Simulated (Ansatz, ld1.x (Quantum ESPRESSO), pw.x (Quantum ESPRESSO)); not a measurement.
pw.x on bcc Bi: one setting changed

Potential: ultrasoft, ld1.x (Quantum ESPRESSO) 7.5, PBE; core [Kr] 4d10 4f14, reference 5s2 5p6 5d10 6s2 6p3; waves: 5s (bound): rcut 1.35, rcutus 1.65 bohr; 6s (bound): rcut 1.35, rcutus 1.65 bohr; 5p (bound): rcut 1.45, rcutus 1.80 bohr; 6p (bound): rcut 1.45, rcutus 1.80 bohr; 5d (bound): rcut 1.55, rcutus 1.95 bohr; 5d channel at -1.4 Ry: rcut 1.55, rcutus 1.95 bohr; local part: all-electron potential smoothed inside 1.85 bohr (lloc = -1); core correction: a·sin(br)/r model core inside 0.90 bohr; augmentation: PSQ, radius 1.20 bohr.

The reference run (k-mesh 12³, cutoffs 85/680 Ry, Fermi–Dirac 0.01 Ry, mixing_beta 0.4, conv_thr 1e-9, no spin) gives -0.60 GPa at 31.675 Å³/atom, where all-electron LAPW gives -0.19 GPa. This run, with its own iteration cap, changes mixing_beta to 0.1.

```
&control
  calculation='scf', prefix='x', pseudo_dir='./', outdir='./tmp', tstress=.true., disk_io='none'
/
&system
  ibrav=0, nat=1, ntyp=1, ecutwfc=85, ecutrho=680, nbnd=20,
  occupations='smearing', smearing='fd', degauss=0.01
/
&electrons
  conv_thr=1e-09, mixing_beta=0.1, electron_maxstep=60
/
ATOMIC_SPECIES
Bi 1.0 Bi.UPF
CELL_PARAMETERS angstrom
  -1.99320611 1.99320611 1.99320611
  1.99320611 -1.99320611 1.99320611
  1.99320611 1.99320611 -1.99320611
ATOMIC_POSITIONS crystal
Bi 0.0000 0.0000 0.0000
K_POINTS automatic
12 12 12 0 0 0
```

```bash
pw.x < Bi.scf.in > Bi.scf.out
```

Q: How does the run end?

A: It converges in 15 iterations; the free energy moves by +0.0 meV/atom and the pressure by -0.01 GPa. The result is that of the reference run.

```
Message from routine setup:
     using ibrav=0 with symmetry is DISCOURAGED, use correct ibrav instead
     lattice parameter (alat)  =       6.5240  a.u.
     unit-cell volume          =     213.7535 (a.u.)^3
     number of electrons       =        23.00
     number of Kohn-Sham states=           20
     kinetic-energy cutoff     =      85.0000  Ry
     charge density cutoff     =     680.0000  Ry
     scf convergence threshold =      1.0E-09
     Exchange-correlation= PBE
     number of k points=    72  Fermi-Dirac smearing, width (Ry)=  0.0100
     iteration #  1     ecut=    85.00 Ry     beta= 0.10
     total energy              =    -439.24007662 Ry
     estimated scf accuracy    <       0.01068661 Ry
     iteration #  2     ecut=    85.00 Ry     beta= 0.10
     total energy              =    -439.23975097 Ry
     estimated scf accuracy    <       0.00309050 Ry
     iteration #  3     ecut=    85.00 Ry     beta= 0.10
     total energy              =    -439.24007372 Ry
     estimated scf accuracy    <       0.00035029 Ry
     iteration #  4     ecut=    85.00 Ry     beta= 0.10
     total energy              =    -439.24006882 Ry
     estimated scf accuracy    <       0.00015321 Ry
     iteration #  5     ecut=    85.00 Ry     beta= 0.10
     total energy              =    -439.24008963 Ry
     estimated scf accuracy    <       0.00018169 Ry
     iteration #  6     ecut=    85.00 Ry     beta= 0.10
     total energy              =    -439.24011614 Ry
     estimated scf accuracy    <       0.00000200 Ry
     [... 3 iterations left out ...]
     iteration # 10     ecut=    85.00 Ry     beta= 0.10
     total energy              =    -439.24011558 Ry
     estimated scf accuracy    <       0.00000002 Ry
     iteration # 11     ecut=    85.00 Ry     beta= 0.10
     total energy              =    -439.24011558 Ry
     estimated scf accuracy    <          5.2E-09 Ry
     iteration # 12     ecut=    85.00 Ry     beta= 0.10
     total energy              =    -439.24011558 Ry
     estimated scf accuracy    <          7.5E-09 Ry
     iteration # 13     ecut=    85.00 Ry     beta= 0.10
     total energy              =    -439.24011559 Ry
     estimated scf accuracy    <          3.1E-09 Ry
     iteration # 14     ecut=    85.00 Ry     beta= 0.10
     total energy              =    -439.24011559 Ry
     estimated scf accuracy    <          1.1E-09 Ry
     iteration # 15     ecut=    85.00 Ry     beta= 0.10
     the Fermi energy is    13.4342 ev
!    total energy              =    -439.24011559 Ry
     estimated scf accuracy    <          1.5E-11 Ry
     smearing contrib. (-TS)   =      -0.00274096 Ry
     The total energy is F=E-TS. E is the sum of the following terms:
     one-electron contribution =    -266.64012134 Ry
     hartree contribution      =     127.19507770 Ry
     xc contribution           =     -44.23725291 Ry
     ewald contribution        =    -255.55507807 Ry
     convergence has been achieved in  15 iterations
          total   stress  (Ry/bohr**3)                   (kbar)     P=       -6.12
     Message from routine punch:
     Nothing written, as per user request (disk_io='none')
```

The run took about 82 s on one core of a shared host (Neoverse-V2, 32 threads, 247 GiB, load 32).
